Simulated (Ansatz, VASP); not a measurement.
## Two plane-wave programs on MoS4

```xyz
5
Lattice="3.1210 0.0000 0.0000 -1.5605 2.7029 0.0000 0.0000 0.0000 23.9514" Properties=species:S:1:pos:R:3 pbc="T T T"
S     1.5605    0.9010    7.7605
S     0.0000    0.0000   10.3752
S     0.0000    1.8019   13.5762
S     1.5605    0.9010   16.1909
Mo    1.5605    0.9010   11.9757
```

Alike in both runs: functional PBEsol; k mesh 12 × 12 × 1; occupations gaussian, width 0.1 eV; no spin polarisation.

Ansatz relaxed the structure, and its values are those at the end. VASP's run is a single point on that final structure, the one shown.

|  | VASP | Ansatz |
| --- | --- | --- |
| version | VASP 6.6.1 | Ansatz 0.2.0 |
| potentials or method | VASP PAW PBE potentials, release 64 (S, Mo_sv) | scalar-relativistic, plane waves, PAW |
| plane-wave cutoff (eV) | 520 | 420 |
| valence electrons in the cell | 38 | 38 |

|  | VASP | Ansatz | Ansatz less VASP |
| --- | --- | --- | --- |
| gap on the k mesh at the Fermi level (eV) | none | none | - |
| rms of the force components (eV/Å) | 0.007 | 0.003 | -0.0043 |
| work function, face that differs most (eV) | 6.97 | 6.97 | 0.000 |

A gap of «none» marks a metal or a gap that the smearing closes.

Caveats: the PAW data sets were made with another functional, which shifts forces and pressure a little (VASP).
